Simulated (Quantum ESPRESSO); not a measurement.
A calculation with Quantum ESPRESSO 7.5 of I (ASE script, structure typed inline):

run.py

```python
import numpy as np
from ase.calculators.espresso import Espresso, EspressoProfile
from ase import Atoms

atoms = Atoms(['I'],
              cell=[[-1.13377094, 1.40111305, 4.22753686], [1.73417566, -2.15216556, 4.74008575], [1.07501191, 2.09340654, -4.51237837]],
              scaled_positions=[[0.0, 0.0, 0.0]],
              pbc=True)

input_data = {
    'control': {'calculation': 'scf', 'prefix': 'pwscf', 'outdir': './tmp', 'tprnfor': True, 'tstress': True, 'disk_io': 'nowf'},
    'system': {'ecutwfc': 55.0, 'ecutrho': 440.0, 'nbnd': 9, 'occupations': 'smearing', 'smearing': 'fd', 'degauss': 0.00367493},
    'electrons': {'conv_thr': 2e-10, 'electron_maxstep': 120, 'mixing_beta': 0.5},
}
pseudopotentials = {'I': 'I.pbe-n-kjpaw_psl.0.2.UPF'}
profile = EspressoProfile(command='pw.x', pseudo_dir='pseudo')
dft = Espresso(profile=profile, input_data=input_data, pseudopotentials=pseudopotentials, kpts=(9, 10, 12), koffset=(0, 0, 0))
atoms.calc = dft

print(f'energy {atoms.get_potential_energy():.8f} eV')
print('forces (eV/A)')
print(np.round(atoms.get_forces(), 6))
print('stress (eV/A^3, Voigt)')
print(np.round(atoms.get_stress(), 8))
print(f'Fermi level {dft.get_fermi_level():.4f} eV')
```

Potentials or basis: SSSP 1.3 efficiency PBE.

Run with:

```console
$ OMP_NUM_THREADS=1 python run.py
```

Q: Write the same calculation in another form: native input, structure typed inline.

A: As run:

Contents of pw.in:

```
&CONTROL
  calculation = 'scf'
  prefix = 'pwscf'
  outdir = './tmp'
  pseudo_dir = './pseudo'
  tprnfor = .true.
  tstress = .true.
  disk_io = 'nowf'
/
&SYSTEM
  ibrav = 0
  nat = 1
  ntyp = 1
  ecutwfc = 55
  ecutrho = 440
  nbnd = 9
  occupations = 'smearing'
  smearing = 'fd'
  degauss = 0.00367493
/
&ELECTRONS
  conv_thr = 2d-10
  electron_maxstep = 120
  mixing_beta = 0.5
/
ATOMIC_SPECIES
I    126.9045 I.pbe-n-kjpaw_psl.0.2.UPF
CELL_PARAMETERS angstrom
  -1.1337709400    1.4011130500    4.2275368600
   1.7341756600   -2.1521655600    4.7400857500
   1.0750119100    2.0934065400   -4.5123783700
ATOMIC_POSITIONS crystal
I      0.0000000000    0.0000000000    0.0000000000
K_POINTS automatic
9 10 12 0 0 0
```

Potentials or basis: SSSP 1.3 efficiency PBE.

The run is started by

```console
$ OMP_NUM_THREADS=1 pw.x -in pw.in > pw.out
```

Both were run:

|  | ASE script, structure typed inline | native input, structure typed inline |
| --- | --- | --- |
| Pressure | 5.1 GPa | 5.1 GPa |
| Band gap on the k mesh | none (metal or under the smearing width) | none (metal or under the smearing width) |

Keys that steer only the numerical path or the files written may differ.

Caveat: an odd number of electrons without spin polarisation forces a metal; a magnetic or distorted state may lie lower.
